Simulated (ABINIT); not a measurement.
Crystal: Ge.

```
Ge
1.0
    -2.57449    2.57449    1.39741
     2.57449   -2.57449    1.39741
     2.57449    2.57449   -1.39741
Ge
2
Direct
  0.47893 0.47435 0.99328
  0.24504 0.74252 0.50691
```

This isn't the form of Ge at room conditions, which is diamond.

The cell isn't the ideal one: atoms moved at random, drawn with an rms of 0.05 Å.

Base run:

- Program: ABINIT 10.8.3 (patched build)
- Functional: PBE
- Potentials or basis: JTH PAW PBE v2.0
- Cutoff: 599 eV
- k mesh: 11 × 11 × 11
- Occupations: fermi-dirac, width 0.05 eV
- Spin: no spin polarisation

Its results: band gap on the k mesh none (metal or under the smearing width); pressure 2.8 GPa; largest force 0.200 eV/Å.

Q: The run is repeated on the same cell with these changes: functional from PBE to PBEsol; potentials or basis from JTH PAW PBE v2.0 to PseudoDojo NC SR PBEsol v0.4.1 standard; cutoff from 599 eV to 1061 eV. What comes out?

A: Band gap on the k mesh none (metal or under the smearing width); pressure -0.5 GPa; largest force 0.186 eV/Å.
